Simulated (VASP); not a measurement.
**BeTe (strained zincblende): one r²SCAN single-point calculation in two programs**

```xyz
2
Lattice="0.0000 2.8852 2.7849 2.8852 0.0000 2.7849 2.8852 2.8852 0.0000" Properties=species:S:1:pos:R:3 pbc="T T T"
Be    0.0000    0.0000    0.0000
Te    1.4426    1.4426    1.3925
```

The two codes use different PAW datasets and cutoffs. VASP's cell holds 8 valence electrons and Ansatz's 18. Ansatz's stress includes a Pulay correction; VASP's doesn't.

Cutoffs: 520 eV in VASP, 500 eV in Ansatz. k meshes: 8×8×8 and 8×8×8.

|  | VASP | Ansatz |
| --- | --- | --- |
| gap between bands v and c | 2.15 eV | 2.16 eV |
| least direct gap | 3.90 eV | 3.91 eV |
| pressure | -1.2 GPa | -1.4 GPa |

Band v is the last that the valence electrons fill when counted band by band, and c is the next. Levels in eV from the top of v, Ansatz:

```csv
point,v−1,v,c,c+1
Γ,-0.18,0.00,3.91,3.97
X,-2.88,-2.88,2.16,2.72
K,-3.90,-2.22,3.12,5.76
L,-1.37,-1.08,3.29,4.82
W,-3.73,-3.22,5.36,5.82
```

VASP:

```json
{"point": "Γ", "v−1": "-0.18", "v": "0.00", "c": "3.90", "c+1": "3.96"}
{"point": "X", "v−1": "-2.88", "v": "-2.88", "c": "2.15", "c+1": "2.72"}
{"point": "K", "v−1": "-3.91", "v": "-2.22", "c": "3.11", "c+1": "5.74"}
{"point": "L", "v−1": "-1.37", "v": "-1.08", "c": "3.29", "c+1": "4.80"}
{"point": "W", "v−1": "-3.74", "v": "-3.23", "c": "5.35", "c+1": "5.80"}
```
